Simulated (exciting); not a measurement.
# CdS (Greenockite) (P6_3mc) in exciting: band structure with PBE

Aim: the band structure of CdS (Greenockite) with PBE.

Program: exciting (release sodium). These are calculated values, not measurements. Logs are shortened: lines on timing, memory, paths and dates and some standing lists are left out, and cuts for length are marked.

**Measured values to compare with.**

From “Isotope dependence of band-gap energy”, 2008, arxiv:0807.2152, for a bulk crystal of CdS: band gap 2.5809 ± 0.0002 eV.

The results are compared with them further down.

### Step 1. The structure

The structure is hexagonal, space group P6_3mc (No. 186). The conventional cell has a = 4.150 Å, b = 4.150 Å, c = 6.737 Å, α = 90.00°, β = 90.00°, γ = 120.00°. Cd (site symmetry 3m) has 4 S at 2.53 to 2.54 Å as nearest neighbours. S (site symmetry 3m) has 4 Cd at 2.53 to 2.54 Å as nearest neighbours.

### Step 2. Band structure, PBE

File input.xml:

```xml
<input>
  <title>CdS</title>
  <structure speciespath="./" tshift="false">
    <crystal scale="1">
      <basevect>7.842363417197 0.000000000000 0.000000000000</basevect>
      <basevect>-3.921181708598 6.791685944992 0.000000000000</basevect>
      <basevect>0.000000000000 0.000000000000 12.731084901604</basevect>
    </crystal>
    <species speciesfile="Cd.xml" rmt="2.3">
      <atom coord="0.666666666700 0.333333333300 0.500000000000"/>
      <atom coord="0.333333333300 0.666666666700 0.000000000000"/>
    </species>
    <species speciesfile="S.xml" rmt="1.9">
      <atom coord="0.666666666700 0.333333333300 0.875000000000"/>
      <atom coord="0.333333333300 0.666666666700 0.375000000000"/>
    </species>
  </structure>
  <groundstate do="fromscratch" ngridk="7 7 4" rgkmax="7.5" gmaxvr="14" lmaxapw="10" lmaxmat="10" lmaxvr="8" xctype="GGA_PBE" stype="Fermi Dirac" swidth="0.00183747" nempty="14" ValenceRelativity="iora*" epsengy="1e-05" epspot="1e-05" maxscl="60" outputlevel="high"/>
  <properties>
    <bandstructure>
      <plot1d>
        <path steps="80">
          <point coord="0 0 0" label="G"/>
          <point coord="0.5 0 0" label="M"/>
          <point coord="0.3333333333 0.3333333333 0" label="K"/>
          <point coord="0 0 0" label="G"/>
          <point coord="0 0 0.5" label="A"/>
          <point coord="0.5 0 0.5" label="L"/>
          <point coord="0.3333333333 0.3333333333 0.5" label="H"/>
          <point coord="0 0 0.5" label="A" breakafter="true"/>
          <point coord="0.5 0 0.5" label="L"/>
          <point coord="0.5 0 0" label="M" breakafter="true"/>
          <point coord="0.3333333333 0.3333333333 0" label="K"/>
          <point coord="0.3333333333 0.3333333333 0.5" label="H"/>
        </path>
      </plot1d>
    </bandstructure>
  </properties>
</input>
```

Potentials or basis: all-electron LAPW+lo, shipped species files, valence relativity iora*.

On the command line:

```
OMP_NUM_THREADS=1 exciting_smp
```

INFO.OUT:

```text
================================================================================
EXCITING SODIUM started
[... 10 lines left out ...]

 Lattice vectors (cartesian) :
      7.8423634172      0.0000000000      0.0000000000
     -3.9211817086      6.7916859450      0.0000000000
      0.0000000000      0.0000000000     12.7310849016

 Reciprocal lattice vectors (cartesian) :
      0.8011851750      0.4625644765     -0.0000000000
      0.0000000000      0.9251289530      0.0000000000
      0.0000000000     -0.0000000000      0.4935310192

 Unit cell volume                           :     678.0941123847
 Brillouin zone volume                      :       0.3658049951

 Species :    1 (Cd)
     parameters loaded from                 :    Cd.xml
     name                                   :    cadmium
     nuclear charge                         :     -48.00000000
     electronic charge                      :      48.00000000
     atomic mass                            :  204912.71750000
     muffin-tin radius                      :       2.30000000
     # of radial points in muffin-tin       :     400

     atomic positions (lattice) :
       1 :   0.66666667  0.33333333  0.50000000
       2 :   0.33333333  0.66666667  0.00000000

 Species :    2 (S)
     parameters loaded from                 :    S.xml
     name                                   :    sulphur
     nuclear charge                         :     -16.00000000
     electronic charge                      :      16.00000000
     atomic mass                            :   58452.74216000
     muffin-tin radius                      :       1.90000000
     # of radial points in muffin-tin       :     300

     atomic positions (lattice) :
       1 :   0.66666667  0.33333333  0.87500000
       2 :   0.33333333  0.66666667  0.37500000

 Total number of atoms per unit cell        :       4

 Spin treatment                             :    spin-unpolarised

 Number of Bravais lattice symmetries       :      24
 Number of crystal symmetries               :       6

 k-point grid                               :       7    7    4
 Total number of k-points                   :      48
 k-point set is reduced with crystal symmetries

 R^MT_min * |G+k|_max (rgkmax)              :       7.50000000
 Species with R^MT_min                      :       2 (S)
 Maximum |G+k| for APW functions            :       3.94736842
 Maximum |G| for potential and density      :      14.00000000
 Polynomial order for pseudochg. density    :       9

 G-vector grid sizes                        :      36    36    60
 Total number of G-vectors                  :   31395

 Maximum angular momentum used for
     APW functions                          :      10
     computing H and O matrix elements      :      10
     potential and density                  :       8
     inner part of muffin-tin               :       2

 Total nuclear charge                       :    -128.00000000
 Total electronic charge                    :     128.00000000
 Total core charge                          :      80.00000000
 Total valence charge                       :      48.00000000

 Effective Wigner radius, r_s               :       1.08142681

 Number of empty states                     :      14
 Total number of valence states             :      39

 Maximum Hamiltonian size                   :     748
 Maximum number of plane-waves              :     716
 Total number of local-orbitals             :      32

 Exchange-correlation type                  :      20
[... 13 lines left out ...]
* Groundstate module started                                                   *
********************************************************************************
 Output level for this task is set to high

++++++++++++++++++++++++++++++++++++++++++++++++++++++++++++++++++++++++++++++++
[... 5 lines left out ...]
+ SCF iteration number :    1                                                  +
++++++++++++++++++++++++++++++++++++++++++++++++++++++++++++++++++++++++++++++++
 Total energy                               :    -11985.14090303
 _______________________________________________________________
 Fermi energy                               :         0.12084342
 Kinetic energy                             :     12541.65129572
 Coulomb energy                             :    -24165.88313475
 Exchange energy                            :      -354.51406673
 Correlation energy                         :        -6.39499727
 Sum of eigenvalues                         :     -7169.94594834
 Effective potential energy                 :    -19711.59724406
 Coulomb potential energy                   :    -19241.34193144
 xc potential energy                        :      -470.25531263
 Hartree energy                             :      3893.34937309
 Electron-nuclear energy                    :    -27028.04067762
 Nuclear-nuclear energy                     :     -1031.19183022
 Madelung energy                            :    -14545.21216903
 Core-electron kinetic energy               :         0.00000000

 DOS at Fermi energy (states/Ha/cell)       :         0.00000025

 Electron charges :
     core                                   :        80.00000000
     core leakage                           :         0.00344188
     valence                                :        48.00000000
     interstitial                           :         8.65935965
     charge in muffin-tin spheres :
                  atom     1    Cd          :        45.82398025
                  atom     2    Cd          :        45.82398025
                  atom     3     S          :        13.84633993
                  atom     4     S          :        13.84633993
     total charge in muffin-tins            :       119.34064035
     total charge                           :       128.00000000

 Estimated fundamental gap                  :         0.06787912
        valence-band maximum at    1      0.0000  0.0000  0.0000
     conduction-band minimum at    1      0.0000  0.0000  0.0000

++++++++++++++++++++++++++++++++++++++++++++++++++++++++++++++++++++++++++++++++
+ SCF iteration number :    2                                                  +
++++++++++++++++++++++++++++++++++++++++++++++++++++++++++++++++++++++++++++++++
 Total energy                               :    -11990.26403123
 _______________________________________________________________
 Fermi energy                               :         0.13007686
 Kinetic energy                             :     12537.67804172
 Coulomb energy                             :    -24167.01897507
 Exchange energy                            :      -354.52360752
 Correlation energy                         :        -6.39949036
 Sum of eigenvalues                         :     -7171.23468040
 Effective potential energy                 :    -19708.91272211
 Coulomb potential energy                   :    -19238.63523147
 xc potential energy                        :      -470.27749064
 Hartree energy                             :      3897.19191338
 Electron-nuclear energy                    :    -27033.01905823
 Nuclear-nuclear energy                     :     -1031.19183022
[... 580 lines left out ...]
++++++++++++++++++++++++++++++++++++++++++++++++++++++++++++++++++++++++++++++++
+ SCF iteration number :   17                                                  +
++++++++++++++++++++++++++++++++++++++++++++++++++++++++++++++++++++++++++++++++
 Total energy                               :    -11990.53434061
 _______________________________________________________________
 Fermi energy                               :         0.13587366
 Kinetic energy                             :     12536.09756342
 Coulomb energy                             :    -24165.78872991
 Exchange energy                            :      -354.44161370
 Correlation energy                         :        -6.40156043
 Sum of eigenvalues                         :     -7171.31449520
 Effective potential energy                 :    -19707.41205863
 Coulomb potential energy                   :    -19237.23737056
 xc potential energy                        :      -470.17468807
 Hartree energy                             :      3897.35952913
 Electron-nuclear energy                    :    -27031.95642882
 Nuclear-nuclear energy                     :     -1031.19183022
 Madelung energy                            :    -14547.17004463
 Core-electron kinetic energy               :         0.00000000

 DOS at Fermi energy (states/Ha/cell)       :         0.00013551

 Electron charges :
     core                                   :        80.00000000
     core leakage                           :         0.00341105
     valence                                :        48.00000000
     interstitial                           :         8.92366695
     charge in muffin-tin spheres :
                  atom     1    Cd          :        45.98080742
                  atom     2    Cd          :        45.98084170
                  atom     3     S          :        13.55733870
                  atom     4     S          :        13.55734523
     total charge in muffin-tins            :       119.07633305
     total charge                           :       128.00000000

 RMS change in effective potential (target) :  0.226686E-08  ( 0.100000E-04)
 Absolute change in total energy   (target) :  0.136148E-05  ( 0.100000E-04)
 Charge distance                   (target) :  0.186769E-08  ( 0.100000E-04)

++++++++++++++++++++++++++++++++++++++++++++++++++++++++++++++++++++++++++++++++
| Convergency criteria checked for the last 2 iterations                       +
| Convergence targets achieved. Performing final SCF iteration                 +
++++++++++++++++++++++++++++++++++++++++++++++++++++++++++++++++++++++++++++++++
 Total energy                               :    -11990.53434098
 _______________________________________________________________
 Fermi energy                               :         0.13587366
 Kinetic energy                             :     12536.09756320
 Coulomb energy                             :    -24165.78873005
 Exchange energy                            :      -354.44161370
 Correlation energy                         :        -6.40156043
 Sum of eigenvalues                         :     -7171.31449531
 Effective potential energy                 :    -19707.41205851
 Coulomb potential energy                   :    -19237.23737043
 xc potential energy                        :      -470.17468808
 Hartree energy                             :      3897.35952939
 Electron-nuclear energy                    :    -27031.95642922
 Nuclear-nuclear energy                     :     -1031.19183022
 Madelung energy                            :    -14547.17004483
 Core-electron kinetic energy               :         0.00000000

 DOS at Fermi energy (states/Ha/cell)       :         0.00013551

 Electron charges :
     core                                   :        80.00000000
     core leakage                           :         0.00341105
     valence                                :        48.00000000
     interstitial                           :         8.92366695
     charge in muffin-tin spheres :
                  atom     1    Cd          :        45.98080742
                  atom     2    Cd          :        45.98084170
                  atom     3     S          :        13.55733869
                  atom     4     S          :        13.55734523
     total charge in muffin-tins            :       119.07633305
     total charge                           :       128.00000000

++++++++++++++++++++++++++++++++++++++++++++++++++++++++++++++++++++++++++++++++
[... 9 lines left out ...]
| EXCITING SODIUM stopped                                                      =
================================================================================
```

Run time: 14 min. Hardware: 1 thread of Arm Neoverse V2, shared host; peak memory 0.23 GiB.

What came out:

```
Free energy                                       : -326279.0612 eV
Band gap on the k mesh                            : 1.19 eV, direct
Band gap along the path                           : 1.19 eV, direct
All electrons inside the program's atomic spheres : Cd 45.98; S 13.56 (radii Cd 2.3, S 1.9 bohr)
```

Levels at the corners of the path, in eV from the valence-band top:
| point | band 22 | band 23 | band 24 | band 25 | band 26 | band 27 |
| --- | --- | --- | --- | --- | --- | --- |
| Γ | -0.04 | 0.00 | 0.00 | 1.19 | 2.79 | 6.47 |
| M | -1.84 | -1.28 | -0.72 | 3.70 | 3.89 | 5.13 |
| K | -1.82 | -1.82 | -1.59 | 4.67 | 5.06 | 5.06 |
| Γ | -0.04 | 0.00 | 0.00 | 1.19 | 2.79 | 6.47 |
| A | -0.39 | -0.39 | -0.39 | 2.84 | 2.84 | 6.18 |
| L | -1.32 | -1.31 | -1.31 | 3.48 | 3.48 | 5.40 |
| H | -2.37 | -1.10 | -1.10 | 4.39 | 4.39 | 6.11 |
| A | -0.39 | -0.39 | -0.39 | 2.84 | 2.84 | 6.18 |
| L | -1.32 | -1.31 | -1.31 | 3.48 | 3.48 | 5.40 |
| M | -1.84 | -1.28 | -0.72 | 3.70 | 3.89 | 5.13 |
| K | -1.82 | -1.82 | -1.59 | 4.67 | 5.06 | 5.06 |
| H | -2.37 | -1.10 | -1.10 | 4.39 | 4.39 | 6.11 |

### Step 3. Comparison with measurements

Step 2. A measured gap of CdS is 2.5809 eV (quoted in “Isotope dependence of band-gap energy”, 2008, arxiv:0807.2152); the calculated 1.19 eV misses it by -1.39 eV. So large a miss can be the level of theory's own, or it may mean another phase, state or a wrong row. Spin-orbit coupling on Cd is left out. The value is that of PBE, without temperature or zero-point motion. Semilocal functionals fall short of measured gaps as a rule.
